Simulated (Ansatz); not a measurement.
Density of states of a Al cell (a random packing after short dynamics, relaxed), per eV and atom, broadened by Gaussian smearing of width 0.1 eV and averaged over bins of 0.4 eV, from 8 eV under the Fermi level at most up to where the solved bands end.

The calculation used DFT PBE, scalar-relativistic, plane waves, PAW (Ansatz 0.2.0).

Settings: cutoff 420 eV, Γ-centred mesh 5×5×5 on the computed 24-atom cell, Gaussian smearing of 0.10 eV; no spin polarisation.

```yaml
crystal:
  lattice:
    - [7.49345, -0.12046, 0.07307]
    - [-0.11740, 7.45406, -0.07198]
    - [0.06941, -0.07220, 7.46959]
  atoms:
    - { symbol: Al, position: [0.79827, 0.86255, 0.12256] }
    - { symbol: Al, position: [0.01970, 0.61958, 0.57141] }
    - { symbol: Al, position: [0.65594, 0.45852, 0.54969] }
    - { symbol: Al, position: [0.71233, 0.80760, 0.47476] }
    - { symbol: Al, position: [0.75570, 0.17279, 0.34254] }
    - { symbol: Al, position: [0.92101, 0.90576, 0.77819] }
    - { symbol: Al, position: [0.20403, 0.31158, 0.14566] }
    - { symbol: Al, position: [0.51584, 0.12047, 0.05212] }
    - { symbol: Al, position: [0.90793, 0.52215, 0.23692] }
    - { symbol: Al, position: [0.87757, 0.21676, 0.99806] }
    - { symbol: Al, position: [0.96345, 0.27040, 0.64573] }
    - { symbol: Al, position: [0.37977, 0.71837, 0.62527] }
    - { symbol: Al, position: [0.16036, 0.95892, 0.06851] }
    - { symbol: Al, position: [0.47178, 0.76746, 0.97572] }
    - { symbol: Al, position: [0.41650, 0.01239, 0.38804] }
    - { symbol: Al, position: [0.25986, 0.06709, 0.73256] }
    - { symbol: Al, position: [0.62609, 0.10186, 0.69814] }
    - { symbol: Al, position: [0.42051, 0.40505, 0.84136] }
    - { symbol: Al, position: [0.54830, 0.47229, 0.19520] }
    - { symbol: Al, position: [0.76809, 0.55715, 0.88380] }
    - { symbol: Al, position: [0.12793, 0.60668, 0.92588] }
    - { symbol: Al, position: [0.29615, 0.36097, 0.49585] }
    - { symbol: Al, position: [0.05011, 0.97554, 0.42299] }
    - { symbol: Al, position: [0.25549, 0.67408, 0.28029] }
```

```csv
E − E_F (eV),total,Al 3p,Al 3s
-7.85,0.222,0.144,0.078
-7.45,0.206,0.135,0.070
-7.05,0.241,0.160,0.081
-6.65,0.266,0.177,0.088
-6.25,0.257,0.173,0.083
-5.85,0.248,0.168,0.079
-5.45,0.312,0.209,0.102
-5.05,0.318,0.215,0.101
-4.65,0.304,0.208,0.094
-4.25,0.286,0.202,0.082
-3.85,0.400,0.284,0.112
-3.45,0.331,0.236,0.091
-3.05,0.379,0.270,0.105
-2.65,0.328,0.241,0.082
-2.25,0.387,0.274,0.107
-1.85,0.440,0.308,0.123
-1.45,0.382,0.261,0.112
-1.05,0.335,0.226,0.099
-0.65,0.407,0.280,0.112
-0.25,0.468,0.319,0.129
0.15,0.419,0.276,0.123
0.55,0.433,0.288,0.120
0.95,0.421,0.281,0.112
```

The columns after the total are the largest Löwdin projections on the valence shells of the potentials, so they needn't add up, and the weight of a shell that a potential lacks goes to other orbitals. The cell has no gap on the mesh.

Cost: 2 runs of about 3.2 core-minutes in all (earlier runs that led there not counted), on Intel Xeon 6975P-C (Granite Rapids) (shared hosts).